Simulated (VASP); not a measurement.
# ZrC (Fm-3m) in VASP: notebook, part 2 of 2

VASP 6.6.1. Earlier steps stand in the parts before.

## Step 4: Single point, PBE

Input file INCAR:

```
SYSTEM = ZrC
  PREC = Accurate
  ENCUT = 200
  EDIFF = 1E-7
  ISMEAR = 0
  SIGMA = 0.1
  LREAL = .False.
  LASPH = .True.
  NELM = 60
  ALGO = Normal
  ISIF = 2
  LWAVE = .False.
  LCHARG = .False.
  GGA = PE
  NBANDS = 15
```

Input file KPOINTS:

```
regular mesh
0
Gamma
  12 12 12
  0 0 0
```

Input file POSCAR:

```
ZrC
1.0
    0.0000000000      2.3650000000      2.3650000000
    2.3650000000      0.0000000000      2.3650000000
    2.3650000000      2.3650000000      0.0000000000
Zr C
1 1
Direct
    0.5000000000      0.5000000000      0.5000000000
    0.0000000000      0.0000000000      0.0000000000
```

Potentials or basis: VASP PAW PBE potentials, release 64 (Zr_sv, C).

Started as:

```bash
$ cat potpaw_PBE.64/Zr_sv/POTCAR potpaw_PBE.64/C/POTCAR > POTCAR
$ mpirun -np 1 vasp_std > vasp.out
```

OUTCAR:

```text
SYSTEM = ZrC
   PREC = Accurate
   ENCUT = 200
   EDIFF = 1E-7
   ISMEAR = 0
   LREAL = .False.
   LASPH = .True.
   NELM = 60
   ISIF = 2
   GGA = PE

 ion  position               nearest neighbor table
   1  0.500  0.500  0.500-   2 2.37   2 2.37   2 2.37   2 2.37   2 2.37   2 2.37
   2  0.000  0.000  0.000-   1 2.37   1 2.37   1 2.37   1 2.37   1 2.37   1 2.37

  LATTYP: Found a face centered cubic cell.
 ALAT       =     4.7300000000

  Lattice vectors:

 A1 = (   0.0000000000,   2.3650000000,   2.3650000000)
 A2 = (   2.3650000000,   0.0000000000,   2.3650000000)
 A3 = (   2.3650000000,   2.3650000000,   0.0000000000)

Analysis of symmetry for initial positions (statically):
=====================================================================
 Subroutine PRICEL returns:
 Original cell was already a primitive cell.

 Routine SETGRP: Setting up the symmetry group for a
 face centered cubic supercell.

 Subroutine GETGRP returns: Found 48 space group operations
 (whereof 48 operations were pure point group operations)
 out of a pool of 48 trial point group operations.

The static configuration has the point symmetry O_h .

Analysis of symmetry for dynamics (positions and initial velocities):
=====================================================================
 Subroutine PRICEL returns:
 Original cell was already a primitive cell.

 Routine SETGRP: Setting up the symmetry group for a
 face centered cubic supercell.

 Subroutine GETGRP returns: Found 48 space group operations
 (whereof 48 operations were pure point group operations)
 out of a pool of 48 trial point group operations.

The dynamic configuration has the point symmetry O_h .

 Subroutine INISYM returns: Found 48 space group operations
 (whereof 48 operations are pure point group operations),
 and found     1 'primitive' translations

----------------------------------------------------------------------------------------

                                     Primitive cell

  volume of cell :      26.4560

  direct lattice vectors                    reciprocal lattice vectors
     0.000000000  2.365000000  2.365000000    -0.211416490  0.211416490  0.211416490
     2.365000000  0.000000000  2.365000000     0.211416490 -0.211416490  0.211416490
     2.365000000  2.365000000  0.000000000     0.211416490  0.211416490 -0.211416490

  length of vectors
     3.344615075  3.344615075  3.344615075     0.366184103  0.366184103  0.366184103

  position of ions in fractional coordinates (direct lattice)
     0.500000000  0.500000000  0.500000000
     0.000000000  0.000000000  0.000000000

  ion indices of the primitive-cell ions
   primitive index   ion index
                 1           1
                 2           2

----------------------------------------------------------------------------------------

 KPOINTS: regular mesh

Automatic generation of k-mesh.
 Grid dimensions read from file:
 generate k-points for:   12   12   12

 Generating k-lattice:

  Cartesian coordinates                     Fractional coordinates (reciprocal lattice)
    -0.017618041  0.017618041  0.017618041     0.083333333  0.000000000  0.000000000
     0.017618041 -0.017618041  0.017618041     0.000000000  0.083333333  0.000000000
     0.017618041  0.017618041 -0.017618041     0.000000000  0.000000000  0.083333333

  Length of vectors
     0.030515342  0.030515342  0.030515342

  Shift w.r.t. Gamma in fractional coordinates (k-lattice)
     0.000000000  0.000000000  0.000000000
[... 38 lines left out ...]
   ions per type =               1   1
   NGX,Y,Z   is equivalent  to a cutoff of   7.95,  7.95,  7.95 a.u.
   NGXF,Y,Z  is equivalent  to a cutoff of  15.91, 15.91, 15.91 a.u.
 SYSTEM =  ZrC
   PREC   = accura    normal or accurate (medium, high low for compatibility)
   ISTART =      0    job   : 0-new  1-cont  2-samecut
   ICHARG =      2    charge: 1-file 2-atom 10-const
   ISPIN  =      1    spin polarized calculation?
   LNONCOLLINEAR =      F non collinear calculations
   LSORBIT =      F    spin-orbit coupling
   LASPH  =      T    aspherical Exc in radial PAW
   ENCUT  =  200.0 eV  14.70 Ry    3.83 a.u.   3.86  3.86  3.86*2*pi/ulx,y,z
   NELM   =     60;   NELMIN=  2; NELMDL= -5     # of ELM steps
   EDIFF  = 0.1E-06   stopping-criterion for ELM
   LREAL  =      F    real-space projection
   EDIFFG = 0.1E-05   stopping-criterion for IOM
   NSW    =      0    number of steps for IOM
   IBRION =     -1    ionic relax: 0-MD 1-quasi-New 2-CG
   NFREE  =      0    steps in history (QN), initial steepest desc. (CG)
   ISIF   =      2    stress and relaxation
   ISYM   =      2    0-nonsym 1-usesym 2-fastsym
   POTIM  = 0.5000    time-step for ionic-motion
   TEBEG  =    0.0;   TEEND  =   0.0 temperature during run
   PSTRESS=    0.0 pullay stress
   NELECT =      16.0000    total number of electrons
   NUPDOWN=      -1.0000    fix difference up-down
   EMIN   =  10.00;   EMAX   =-10.00  energy-range for DOS
   EFERMI =   0.00;   METHOD = LEGACY
   ISMEAR =     0;   SIGMA  =   0.10  broadening in eV -4-tet -1-fermi 0-gaus
   EFERMI_NEDOS =   21; number of points for ismear=-14 and -15
   IALGO  =     38    algorithm
   IMIX   =      4    mixing-type and parameters
     AMIX     =   0.40;   BMIX     =  1.00
     AMIX_MAG =   1.60;   BMIX_MAG =  1.00
  volume/ion in A,a.u.               =      13.23        89.27
  Fermi-wavevector in a.u.,A,eV,Ry     =   1.384439  2.616209 26.077880  1.916670
  Thomas-Fermi vector in A             =   2.508943
   LORBIT       =      0    0 simple, 1 ext, 2 COOP (PROOUT), +10 PAW based schemes
   GGA     = PE    functional components
   LHFCALC =     F    Hartree Fock is set to
   AEXX    =    0.0000 exact exchange contribution
   IVDW    =     0    specifies the selected vdW correction
   LEPSILON=     F    determine dielectric tensor
   LRPA    =     F    only Hartree local field effects (RPA)
 non-spin polarized calculation
 Gauss-broadening in eV      SIGMA  =   0.10
  energy-cutoff  :      200.00
  volume of cell :       26.46
 maximum number of plane-waves:       178
   NGX =  7   NGY =  7   NGZ =  7

 number of electron      16.0000004 magnetization

 Free energy of the ion-electron system (eV)
  ---------------------------------------------------
  ext. energy  EPLUGINS =         0.00000000
  ---------------------------------------------------
  free energy    TOTEN  =       -19.48921495 eV

  energy without entropy =      -19.48709713  energy(sigma->0) =      -19.48815604

 E-fermi :   9.5838     XC(G=0): -12.0467

 val. band max:        9.4951036081   @ k =   0.4167   0.4167   0.0000
 cond. band min:       9.5981011164   @ k =   0.5000   0.5000   0.0000
 fundamental gap:      0.1029975083
 Fermi energy:         9.5838340664

 k-point     1 :       0.0000    0.0000    0.0000
  band No.  band energies     occupation
      1     -38.7276      2.00000
      2     -16.4344      2.00000
      3     -16.4344      2.00000
      4     -16.4344      2.00000
      5      -2.0718      2.00000
      6      10.5150      0.00000
      7      10.5150      0.00000
      8      10.5150      0.00000
      9      10.5560      0.00000
     10      10.5560      0.00000
     11      10.5560      0.00000
     12      12.2152      0.00000
     13      12.2152      0.00000
     14      16.2773      0.00000
[... 401 lines left out ...]
      2     -17.1416      2.00000
      3     -16.6278      2.00000
      4     -16.5250      2.00000
      5       0.3798      2.00000
      6       4.8788      2.00000
      7       6.9184      2.00000
      8       6.9437      2.00000
      9      13.1253      0.00000
     10      13.6590      0.00000
     11      14.2872      0.00000
     12      17.2585      0.00000
     13      18.8299      0.00000
     14      19.1519      0.00000
     15      22.7569      0.00000

 [... further k-points ...]

------------------------ aborting loop because EDIFF is reached ----------------------------------------

  FORCE on cell =-STRESS in cart. coord.  units (eV):
  Direction    XX          YY          ZZ          XY          YZ          ZX
  --------------------------------------------------------------------------------------
  -------------------------------------------------------------------------------------
  Total       -6.2082561     -6.2082561     -6.2082561     -0.0000000      0.0000000     -0.0000000
  in kB     -375.9731000   -375.9731000   -375.9731000     -0.0000000      0.0000000     -0.0000000
  external PRESSURE =    -375.9731000 kB  Pullay stress =       0.0000000 kB

 VOLUME and BASIS-vectors are now :
 -----------------------------------------------------------------------------
  energy-cutoff  :      200.00
  volume of cell :       26.46
      direct lattice vectors                 reciprocal lattice vectors
     0.000000000  2.365000000  2.365000000    -0.211416490  0.211416490  0.211416490
     2.365000000  0.000000000  2.365000000     0.211416490 -0.211416490  0.211416490
     2.365000000  2.365000000  0.000000000     0.211416490  0.211416490 -0.211416490

 POSITION                                       TOTAL-FORCE (eV/Angst)
 -----------------------------------------------------------------------------------
      2.36500      2.36500      2.36500        -0.000000      0.000000      0.000000
      0.00000      0.00000      0.00000         0.000000     -0.000000     -0.000000
 -----------------------------------------------------------------------------------
    total drift:                                0.000000      0.000000      0.000000

  FREE ENERGIE OF THE ION-ELECTRON SYSTEM (eV)
  ---------------------------------------------------
  free  energy   TOTEN  =       -19.4892149465 eV

  energy  without entropy=      -19.4870971277  energy(sigma->0) =      -19.48815604
```

Run time: 9.7 s. Hardware: 1 thread of AMD EPYC 7R13 (Zen 3), shared host; peak memory 0.08 GiB.

The run converged, but a check on its numbers failed (symmetry, net force, bounds or a known fault of this set-up), so they aren't taken as properties of the crystal.

Caveat: the cutoff lies under the usual one of these potentials, so the numbers hold a large basis-set error; a pressure of tens of GPa on the cell as given is suspect, and the run, the potentials or the cell itself is likely at fault.
